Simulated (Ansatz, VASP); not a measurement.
# Ag: VASP beside Ansatz

```
CELL_PARAMETERS angstrom
0.00000 2.04275 2.04275
2.04275 0.00000 2.04275
2.04275 2.04275 0.00000
ATOMIC_POSITIONS crystal
Ag 0.00000 0.00000 0.00000
```

Alike in both runs: task single point; functional PBE; k mesh 11 × 11 × 11; occupations gaussian, width 0.021 eV; no spin polarisation.

|  | VASP | Ansatz |
| --- | --- | --- |
| version | VASP 6.6.1 | Ansatz 0.2.0 |
| potentials or method | VASP PAW PBE potentials, release 64 (Ag) | Ansatz PAW |
| plane-wave cutoff (eV) | 520 | 420 |
| valence electrons in the cell | 11 | 19 |

VASP gave:

| Item | Value |
| --- | --- |
| gap on the k mesh at the Fermi level (eV) | none |
| pressure (GPa) | 4.1 |

Q: What did Ansatz give for the same quantities?

A: gap on the k mesh at the Fermi level (eV): none; pressure (GPa): 4.3.

A gap of «none» marks a metal or a gap that the smearing closes. The two sets of potentials don't hold the same shells in valence.
